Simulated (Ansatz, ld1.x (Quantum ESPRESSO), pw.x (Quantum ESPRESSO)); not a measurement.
**From atom to crystal: TM potential for Si**

| Item | Value |
| --- | --- |
| Element | Si (Z = 14) |
| Generator | ld1.x (Quantum ESPRESSO) 7.5 |
| Type | norm-conserving Troullier–Martins (Kleinman–Bylander form) |
| Functional | LDA (PW92) |
| Relativity | scalar-relativistic |
| Frozen core | [Ne] |
| Valence charge | 4 |
| Reference configuration | 3s2 3p2 |
| Partial waves | 3s (bound): rc 1.85 bohr; 3p (bound): rc 2.30 bohr; 3d channel at 0.05 Ry: rc 2.35 bohr |
| Local potential | all-electron potential smoothed inside 1.55 bohr (lloc = -1) |
| Core correction | Bessel-smoothed model core inside 1.90 bohr |

Atomic tests: cutoffs needed: 15 Ry and 35 Ry (the cutoffs (Ry, on a coarse ladder) from which the occupation-weighted sum of valence levels, in a spherical-Bessel basis at the reference potential, stays within 10 and 1 mRy of its value at 400 Ry); ghost test: no extra level below or beside the all-electron valence levels (s, p, d, f tested) (spherical-Bessel basis up to 400 Ry, 20 bohr box); largest excitation error: +137 meV (all-electron minus pseudo) for 3s1 3p0, out of 7 test configurations.

Crystal test: fcc Si in pw.x 7.5, no spin, 15³ k-points, Fermi–Dirac smearing 0.01 Ry, cutoffs 50/200 Ry. The reference is all-electron LAPW (Ansatz 0.2.0) with the same functional, mesh and smearing; V0 and B0 come from Birch–Murnaghan fits to the pressures at five volumes. Errors are pseudo minus all-electron; Δ is the rms difference of the E(V) curves that follow from these fits, minima aligned, over ±6 % about the mean V0. Mesh and smearing are coarse, so the numbers serve the comparison and aren't converged zero-temperature values; the lattice is a test structure that the element need not adopt.

All-electron: a0 = 3.818 Å (V0 = 13.92 Å³/atom), B0 = 90.0 GPa.

Q: How far does the potential miss the all-electron equation of state?

A: mean pressure error (GPa): -0.98; a0 (Å): 3.805; a0 error (%): -0.36; B0 error (%): +0.5; Δ (meV/atom): 2.9.

| V (Å³/atom) | P all-electron (GPa) | P pseudo (GPa) |
| --- | --- | --- |
| 13.158 | 5.68 | 4.52 |
| 13.504 | 2.89 | 1.84 |
| 13.850 | 0.45 | -0.52 |
| 14.196 | -1.71 | -2.59 |
| 14.543 | -3.61 | -4.42 |

Q: At the middle volume, how do free energy and pressure move when the wave cutoff is lowered (ecutrho kept at four times it)?

A:

```csv
cutoff (Ry),shift of F (meV/atom),shift of P (GPa)
22,+54.0,-0.61
30,+22.6,-1.01
40,+1.4,-0.18
```

The 8 pw.x runs together took about 38 s on one core of a shared server CPU.
